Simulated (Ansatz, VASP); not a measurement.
## P: VASP beside Ansatz

```
P
1.0
     2.70538    0.00000    0.00000
    -1.35269    2.34293    0.00000
     0.00000    0.00000    4.58769
P
2
Direct
  0.33333 0.66667 0.25000
  0.66667 0.33333 0.75000
```

Alike in both runs: task single point; functional PBE; k mesh 15 × 15 × 8; occupations fermi-dirac, width 0.05 eV; no spin polarisation.

|  | VASP | Ansatz |
| --- | --- | --- |
| version | VASP 6.6.1 | Ansatz 0.2.0 |
| potentials or method | VASP PAW PBE potentials, release 64 (P), cutoff 520 eV | all-electron LAPW, scalar-relativistic |

```tsv
	VASP	Ansatz	Ansatz less VASP
pressure (GPa)	-0.2	0.1	+0.24
```

Ansatz ran all-electron here, so the differences hold the error of VASP's frozen core and of both bases.
